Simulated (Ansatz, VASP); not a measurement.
# Two plane-wave programs on Rb

Contents of INCAR:

```
SYSTEM = Rb
ALGO = Normal ; EDIFF = 1E-6
ENCUT = 520 ; GGA = CA
ISIF = 2 ; ISMEAR = -1
LASPH = .True. ; LCHARG = .False.
LREAL = .False. ; LWAVE = .False.
NBANDS = 16 ; NELM = 60
PREC = Accurate ; SIGMA = 0.08
```

KPOINTS

```
k-points
0
Gamma
  7 7 7
  0 0 0
```

Contents of POSCAR:

```
Rb
1.0
    0.0000000000      4.8275515590      4.8275515590
    4.8275515590      0.0000000000      4.8275515590
    4.8275515590      4.8275515590      0.0000000000
Rb
2
Direct
   -0.1250000000     -0.1250000000     -0.1250000000
    0.1250000000      0.1250000000      0.1250000000
```

Input for Ansatz:

```yaml
crystal:
  lattice:
    - [0.0, 4.827551559, 4.827551559]
    - [4.827551559, 0.0, 4.827551559]
    - [4.827551559, 4.827551559, 0.0]
  atoms:
    - { symbol: Rb, position: [-0.125, -0.125, -0.125] }
    - { symbol: Rb, position: [0.125, 0.125, 0.125] }
kpoints:
  mp_grid: { grid: [7, 7, 7] }
  band_path:
    path:
      - [0.0, 0.0, 0.0]
      - [0.5, 0.0, 0.5]
      - [0.625, 0.25, 0.625]
      - [0.375, 0.375, 0.75]
      - [0.0, 0.0, 0.0]
      - [0.5, 0.5, 0.5]
      - [0.5, 0.25, 0.75]
      - [0.5, 0.0, 0.5]
    npoints: 8
scf:
  occupations: { method: fermi_dirac, width: 0.08 }
hamiltonian:
  xc: lda
  pseudopotentials: { kind: paw }
output:
  forces: true
  stress: true
  eigenvalues: true
  populations: true
  dos: { projected: true, de: 0.2, e_range: [-14, 8] }
```

Change from the starting cell: volume scaled by 0.95, PAW files.

Alike in both runs: task single point; functional LDA; k mesh 7 × 7 × 7; occupations fermi-dirac, width 0.08 eV; no spin polarisation.

|  | VASP | Ansatz |
| --- | --- | --- |
| version | VASP 6.6.1 | Ansatz 0.2.0 |
| potentials or method | VASP PAW LDA potentials, release 64 (Rb_sv) | PAW with Ansatz's default frozen-core files, scalar-relativistic |
| plane-wave cutoff (eV) | 520 | 420 |
| valence electrons in the cell | 18 | 18 |

|  | VASP | Ansatz | Ansatz less VASP |
| --- | --- | --- | --- |
| pressure (GPa) | 0.1 | 0.1 | 0.00 |
